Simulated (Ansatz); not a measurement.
**A strain series on CdS (rocksalt): isotropic on every length**

CdS built on the rocksalt prototype, relaxed with r2SCAN in the plane-wave code Ansatz, then strained (isotropic on every length; changes of length per length, axes as in the cell below) with the atoms relaxed again within the symmetry that is left. The symmetry is Fm-3m (No. 225, cubic); conventional cell a = 5.454 Å, 20.27 Å³ an atom. Around Cd lie 6 S at 2.73 Å; around S lie 6 Cd at 2.73 Å. These are computed values for a spin-unpolarised cell that may be hypothetical; none is a measurement.

```
CELL_PARAMETERS angstrom
0.00000 2.72678 2.72678
2.72678 0.00000 2.72678
2.72678 2.72678 0.00000
ATOMIC_POSITIONS crystal
Cd 0.00000 0.00000 0.00000
S 0.50000 0.50000 0.50000
```

Gaps are the least over each mesh (r2SCAN 8×8×8, HSE06 6×6×6 when unstrained) and the special points, which keep their unstrained names; stress is the change from the unstrained cell, compression positive.

```tsv
strain (%)	gap, r2SCAN (eV)	gap, HSE06 (eV)	edges, HSE06	mean stress, r2SCAN (GPa)	energy rise, r2SCAN (meV/atom)
-1.87	0.742	1.244	L → X	+5.31	17.6
0.0	0.753	1.243	L → X	0.00	0.0
+0.5	0.749	1.227	(0, 0.143, -0.271) → X	-1.19	1.2
+4.0	0.700	1.155	Γ–K (0.53) → X	-7.38	65.2
+4.76	0.698	1.170	L → X	-8.32	89.9
+5.25	0.673	1.120	Γ–K (0.53) → X	-8.86	107.5
+5.98	0.668	1.130	Γ–K (0.44) → X	-9.58	136.0
```

Between zero and the nearest strains the slope of the HSE06 gap against strain is 0.000 eV per percent for negative and -0.031 for positive strain.

Spin-orbit coupling is left out.

Where an edge lies off the special points, it is a point of the mesh or the k point where a search put PBE's edge or least direct gap, reused for the other functionals, whose own edges may lie a little apart.

The meshes of the hybrids are coarse, so their gaps aren't converged to the digits shown.
